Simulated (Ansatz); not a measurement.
W:

```
W
1.0
     0.00000    2.03000    2.03000
     2.03000    0.00000    2.03000
     2.03000    2.03000    0.00000
W
1
Cartesian
  0.0000 0.0000 0.0000
```

This isn't the form of W at room conditions, which is bcc.

* Program: Ansatz 0.2.0
* Task: relaxation of cell and atoms
* Functional: PBE
* Potentials or basis: Ansatz PAW
* Cutoff: 420 eV (not typed: the program's choice for these potentials)
* k mesh: 8 × 8 × 8
* Occupations: fermi-dirac, width 0.05 eV
* Spin: spin-orbit coupling, no magnetisation

At the start: volume 16.73 Å³/atom.

Task: How do energy, volume and symmetry change on relaxing?

Result: It ends after 4 steps and the volume is 16.49 Å³/atom (-1.4 %); space group Fm-3m (No. 225, to 0.05 Å).

The path:
| step | energy change (eV) | largest force (eV/Å) | volume (Å³) |
| --- | --- | --- | --- |
| 1 | 0.0000 | 0.0000 | 16.73 |
| 2 | -0.0031 | 0.0000 | 16.51 |
| 3 | -0.0031 | 0.0000 | 16.49 |
| 4 | -0.0030 | 0.0000 | 16.49 |

Final structure:
```yaml
crystal:
  lattice:
    - [0.00000, 2.02023, 2.02023]
    - [2.02023, 0.00000, 2.02023]
    - [2.02023, 2.02023, 0.00000]
  atoms:
    - { symbol: W, position: [0.00000, 0.00000, 0.00000] }
```

Caveat: the plane-wave basis is chosen anew once the cell has moved, so the energies of steps on either side of that aren't comparable.
